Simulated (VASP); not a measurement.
# Sc (R-3m) in VASP: a series of runs, part 2 of 2

VASP 6.6.1. Earlier steps stand in the parts before.

## 3. Electric field gradients, LDA (equal xy, yz and zx shear strains of -1.5 %, crystal datasets)

Contents of INCAR:

```
ALGO = Fast
EDIFF = 1E-8
ENCUT = 520
GGA = CA
ISIF = 2
ISMEAR = -1
LASPH = T
LCHARG = F
LEFG = T
LREAL = F
LWAVE = F
NBANDS = 12
NELM = 60
PREC = Accurate
SIGMA = 0.08
```

Contents of KPOINTS:

```
k-points
0
Gamma
  13 13 13
```

Contents of POSCAR:

```
Sc
1.0
   -0.0349026931      2.3093948582      2.3093948582
    2.3093948582     -0.0349026931      2.3093948582
    2.3093948582      2.3093948582     -0.0349026931
Sc
1
Direct
    0.0000000000      0.0000000000      0.0000000000
```

Potentials or basis: VASP PAW LDA potentials, release 64 (Sc_sv).

On the command line:

```console
$ cat potpaw_LDA.64/Sc_sv/POTCAR > POTCAR
$ mpirun -np 1 vasp_std > vasp.out
```

OUTCAR:

```text
EDIFF = 1E-8
   ENCUT = 520
   GGA = CA
   ISIF = 2
   ISMEAR = -1
   LASPH = T
   LREAL = F
   NELM = 60
   PREC = Accurate

 ion  position               nearest neighbor table
   1  0.000  0.000  0.000-

  LATTYP: Found a trigonal (rhomboedric) cell.
 ALAT       =     3.2661640222
 COS(alpha) =     0.4848312789

  Lattice vectors:

 A1 = (  -0.0349026931,   2.3093948582,   2.3093948582)
 A2 = (   2.3093948582,  -0.0349026931,   2.3093948582)
 A3 = (   2.3093948582,   2.3093948582,  -0.0349026931)

Analysis of symmetry for initial positions (statically):
=====================================================================
 Subroutine PRICEL returns:
 Original cell was already a primitive cell.

 Routine SETGRP: Setting up the symmetry group for a
 trigonal (rhombohedral) supercell.

 Subroutine GETGRP returns: Found 12 space group operations
 (whereof 12 operations were pure point group operations)
 out of a pool of 12 trial point group operations.

The static configuration has the point symmetry D_3d.

Analysis of symmetry for dynamics (positions and initial velocities):
=====================================================================
 Subroutine PRICEL returns:
 Original cell was already a primitive cell.

 Routine SETGRP: Setting up the symmetry group for a
 trigonal (rhombohedral) supercell.

 Subroutine GETGRP returns: Found 12 space group operations
 (whereof 12 operations were pure point group operations)
 out of a pool of 12 trial point group operations.

The dynamic configuration has the point symmetry D_3d.

 Subroutine INISYM returns: Found 12 space group operations
 (whereof 12 operations are pure point group operations),
 and found     1 'primitive' translations

----------------------------------------------------------------------------------------

                                     Primitive cell

  volume of cell :      25.1918

  direct lattice vectors                    reciprocal lattice vectors
    -0.034902693  2.309394858  2.309394858    -0.211659520  0.214907492  0.214907492
     2.309394858 -0.034902693  2.309394858     0.214907492 -0.211659520  0.214907492
     2.309394858  2.309394858 -0.034902693     0.214907492  0.214907492 -0.211659520

  length of vectors
     3.266164022  3.266164022  3.266164022     0.370364972  0.370364972  0.370364972

  position of ions in fractional coordinates (direct lattice)
     0.000000000  0.000000000  0.000000000

  ion indices of the primitive-cell ions
   primitive index   ion index
                 1           1

----------------------------------------------------------------------------------------

 KPOINTS: k-points

Automatic generation of k-mesh.
 Grid dimensions read from file:
 generate k-points for:   13   13   13

 Generating k-lattice:

  Cartesian coordinates                     Fractional coordinates (reciprocal lattice)
[... 73 lines left out ...]
   EMIN   =  10.00;   EMAX   =-10.00  energy-range for DOS
   EFERMI =   0.00;   METHOD = LEGACY
   ISMEAR =    -1;   SIGMA  =   0.08  broadening in eV -4-tet -1-fermi 0-gaus
   EFERMI_NEDOS =   21; number of points for ismear=-14 and -15
   IALGO  =     68    algorithm
   IMIX   =      4    mixing-type and parameters
     AMIX     =   0.40;   BMIX     =  1.00
     AMIX_MAG =   1.60;   BMIX_MAG =  1.00
  volume/ion in A,a.u.               =      25.19       170.00
  Fermi-wavevector in a.u.,A,eV,Ry     =   1.241993  2.347027 20.987632  1.542547
  Thomas-Fermi vector in A             =   2.376367
   LORBIT       =      0    0 simple, 1 ext, 2 COOP (PROOUT), +10 PAW based schemes
   GGA     = CA    functional components
   LHFCALC =     F    Hartree Fock is set to
   AEXX    =    0.0000 exact exchange contribution
   IVDW    =     0    specifies the selected vdW correction
   LEPSILON=     F    determine dielectric tensor
   LRPA    =     F    only Hartree local field effects (RPA)
 non-spin polarized calculation
 RMM-DIIS sequential band-by-band and
  energy-cutoff  :      520.00
  volume of cell :       25.19
 maximum number of plane-waves:       688
   NGX = 13   NGY = 13   NGZ = 13

 number of electron      11.0000003 magnetization

 Free energy of the ion-electron system (eV)
  ---------------------------------------------------
  ext. energy  EPLUGINS =         0.00000000
  ---------------------------------------------------
  free energy    TOTEN  =        -6.65032777 eV

  energy without entropy =       -6.60863566  energy(sigma->0) =       -6.62948172

 E-fermi :   3.3942     XC(G=0): -10.0507

 val. band max:        3.3933506392   @ k =   0.4615   0.2308   0.0769
 cond. band min:       3.3947013218   @ k =  -0.2308  -0.2308   0.1538
 fundamental gap:      0.0013506826
 Fermi energy:         3.3942122895

 k-point     1 :       0.0000    0.0000    0.0000
  band No.  band energies     occupation
      1     -45.4926      2.00000
      2     -24.2592      2.00000
      3     -24.2592      2.00000
      4     -24.2481      2.00000
      5      -1.7050      2.00000
      6       4.8211      0.00000
      7       4.8211      0.00000
      8       5.0105      0.00000
      9       6.2202      0.00000
     10       6.2202      0.00000
     11      15.8722      0.00000
     12      18.9143      0.00000
[... 331 lines left out ...]
 k-point    24 :       0.4615    0.1538   -0.0000
  band No.  band energies     occupation
      1     -45.4349      2.00000
      2     -24.5872      2.00000
      3     -24.3451      2.00000
      4     -24.3204      2.00000
      5       1.7069      2.00000
      6       3.3609      1.20553
      7       4.4463      0.00000
      8       5.2705      0.00000
      9       7.1122      0.00000
     10       7.2151      0.00000
     11      10.4308      0.00000
     12      15.2613      0.00000

 [... further k-points ...]

------------------------ aborting loop because EDIFF is reached ----------------------------------------

  FORCE on cell =-STRESS in cart. coord.  units (eV):
  Direction    XX          YY          ZZ          XY          YZ          ZX
  --------------------------------------------------------------------------------------
  -------------------------------------------------------------------------------------
  Total       -0.8690030     -0.8690030     -0.8690030      0.0693348      0.0693348      0.0693348
  in kB      -55.2678367    -55.2678367    -55.2678367      4.4096329      4.4096329      4.4096329
  external PRESSURE =     -55.2678367 kB  Pullay stress =       0.0000000 kB

 VOLUME and BASIS-vectors are now :
 -----------------------------------------------------------------------------
  energy-cutoff  :      520.00
  volume of cell :       25.19
      direct lattice vectors                 reciprocal lattice vectors
    -0.034902693  2.309394858  2.309394858    -0.211659520  0.214907492  0.214907492
     2.309394858 -0.034902693  2.309394858     0.214907492 -0.211659520  0.214907492
     2.309394858  2.309394858 -0.034902693     0.214907492  0.214907492 -0.211659520

 POSITION                                       TOTAL-FORCE (eV/Angst)
 -----------------------------------------------------------------------------------
      0.00000      0.00000      0.00000        -0.000000      0.000000      0.000000
 -----------------------------------------------------------------------------------
    total drift:                               -0.000000      0.000000      0.000000

  FREE ENERGIE OF THE ION-ELECTRON SYSTEM (eV)
  ---------------------------------------------------
  free  energy   TOTEN  =        -6.6503277721 eV

  energy  without entropy=       -6.6086356642  energy(sigma->0) =       -6.62948172

 Electric field gradients (V/A^2)
---------------------------------------------------------------------
 ion       V_xx      V_yy      V_zz      V_xy      V_xz      V_yz
---------------------------------------------------------------------
   1      -0.000    -0.000    -0.000     2.758     2.758     2.758
---------------------------------------------------------------------

 Electric field gradients after diagonalization (V/A^2)
 (convention: |V_zz| > |V_xx| > |V_yy|)
----------------------------------------------------------------------
 ion       V_xx      V_yy      V_zz     asymmetry (V_yy - V_xx)/ V_zz
----------------------------------------------------------------------
   1      -2.758    -2.758     5.515       0.000
----------------------------------------------------------------------

           NMR quadrupolar parameters

 Cq : quadrupolar parameter    Cq=e*Q*V_zz/h
 eta: asymmetry parameters     (V_yy - V_xx)/ V_zz
 Q  : nuclear electric quadrupole moment in mb (millibarn)
----------------------------------------------------------------------
 ion       Cq(MHz)       eta       Q (mb)
----------------------------------------------------------------------
   1       0.013       0.000       1.000
----------------------------------------------------------------------
```

Run time: 32 s. Hardware: 1 thread of Intel Xeon Platinum 8488C (Sapphire Rapids), shared host; peak memory 0.17 GiB.

Results:

```yaml
Free_energy: -6.6503 eV
Pressure: -5.5 GPa
Band_gap_on_the_k_mesh: none (metal or under the smearing width)
```

Electric field gradients, principal values (V/Å²):
```
atom     Vxx     Vyy    Vzz
1 Sc  -2.758  -2.758  5.515
```
